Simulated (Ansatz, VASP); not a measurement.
**Al: VASP beside Ansatz**

```
CELL_PARAMETERS angstrom
4.52135 0.00000 0.00000
-2.26067 3.91560 0.00000
0.00000 0.00000 2.74063
ATOMIC_POSITIONS crystal
Al 0.33333 0.66667 0.00000
Al 0.66667 0.33333 0.00000
```

The cell was built by a generator and needn't be a form met in nature.

Alike in both runs: task single point; functional PBE; k mesh 7 × 7 × 10; occupations fermi-dirac, width 0.05 eV; no spin polarisation.

|  | VASP | Ansatz |
| --- | --- | --- |
| version | VASP 6.6.1 | Ansatz 0.2.0 |
| potentials or method | VASP PAW PBE potentials, release 64 (Al) | Ansatz PAW |
| plane-wave cutoff (eV) | 520 | 420 |
| valence electrons in the cell | 6 | 6 |

Ansatz gave:

- gap on the k mesh at the Fermi level (eV): none
- pressure (GPa): 0.7
- largest component of the traceless stress (GPa): 0.63

What did VASP give for the same quantities?

gap on the k mesh at the Fermi level (eV): none; pressure (GPa): 0.7; largest component of the traceless stress (GPa): 0.62.

A gap of «none» marks a metal or a gap that the smearing closes.
